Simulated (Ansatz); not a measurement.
## SnO under strain — ¹⁷O NMR of the central transition

Cell: a COD entry, relaxed with PBE at fixed cell and then changed (z compressed by 1 %, ions relaxed).

```
CELL_PARAMETERS angstrom
2.50000 -2.86000 0.00000
2.50000 2.86000 0.00000
0.00000 0.00000 11.00880
ATOMIC_POSITIONS crystal
Sn 0.00000 0.00000 0.98686
Sn 0.00000 0.00000 0.48686
Sn 0.49987 0.50013 0.27013
Sn 0.50013 0.49987 0.77013
O 0.00000 0.49997 0.37850
O 0.00000 0.50003 0.87850
O 0.50003 0.00000 0.37850
O 0.49997 0.00000 0.87850
```

Atom numbers follow the list; atoms alike are taken as one site, whose name carries the number of the first.

Computed with Ansatz: DFT, PBE, plane waves and PAW, scalar-relativistic, 420 eV cutoff, Γ-centred 8×8×3 k-points, Fermi–Dirac smearing 0.02 eV.

¹⁷O has I = 5/2 and Q = -25.58 mb (Pyykkö 2018); at 21.1 T its Larmor frequency is ν₀ = 121.8 MHz. Only the quadrupole interaction is simulated: positions count from each site's isotropic chemical shift, and J coupling is left out, as are shift anisotropy and dipolar coupling, which fast spinning averages.

Task: What does the ¹⁷O spectrum (fast magic-angle spinning) show for each site?

Result: 

```csv
site,first shell,C_Q (MHz),η,P_Q (MHz),δ_QIS (ppm),breadth (kHz)
O,4 Sn at 2.24 Å,3.11,0.42,3.20,-4.14,1.17
```

δ_QIS = −(ν_Q²/30ν₀²)[I(I+1) − 3/4](1 + η²/3) × 10⁶ ppm with ν_Q = 3|C_Q|/[2I(2I−1)]; it falls as 1/B₀² in ppm, and the breadth as 1/B₀ in kHz.

Without spin–orbit coupling (the program notes it for Sn) the gradients can shift somewhat, as the gap is small. The database positions were far from equilibrium, so the relaxed structure may not be the compound's real one.

The relaxation (4 steps) took 53 s of wall time (50 s of CPU time) and 0.59 GiB at its peak, on 1 thread of Intel Xeon 6975P-C (Granite Rapids) (x86_64; 16 cores open to the job, memory cap 3.0 GiB, no GPU), a shared host with a load of 0.5 a core.
